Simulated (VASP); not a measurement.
GaSb, 2 atoms in the cell. Symmetry: F-43m, No. 216, cubic system. Conventional cell: a = 6.137 Å, b = 6.137 Å, c = 6.137 Å, α = 90.00°, β = 90.00°, γ = 90.00°. Ga (site symmetry -43m) is surrounded by 4 Sb at 2.66 Å. Sb (site symmetry -43m) has 4 Ga at 2.66 Å as nearest neighbours. The cell was built by a generator and isn't the measured one.

| Item | Value |
| --- | --- |
| Program | VASP 6.6.1 |
| Task | relaxation of cell and atoms |
| Functional | LDA |
| Potentials or basis | VASP PAW LDA potentials, release 64 (Ga_d, Sb) |
| Cutoff | 600 eV |
| k mesh | 12 × 12 × 12 |
| Occupations | gaussian, width 0.1 eV |
| Spin | no spin polarisation |
| Dipole correction | no |
| Further INCAR settings | ALGO = Fast; EDIFF = 1e-06; IBRION = 2; EDIFFG = -0.002; NSW = 100; ISIF = 3 |

Potentials or basis: VASP PAW LDA potentials, release 64 (Ga_d, Sb).

Run with:

```bash
$ cat potpaw_LDA.64/Ga_d/POTCAR potpaw_LDA.64/Sb/POTCAR > POTCAR
$ mpirun -np 1 vasp_std > vasp.out
```

Hardware: 1 thread of Intel(R) Xeon(R) Platinum 8488C (Sapphire Rapids) (shared host).

Q: Estimate the wall time of this run.

A: It took 4.9 min on 1 thread of Intel(R) Xeon(R) Platinum 8488C (Sapphire Rapids) (shared host), peak memory 0.23 GiB. Counts: scf iterations 66, k points 72, ion steps 13.
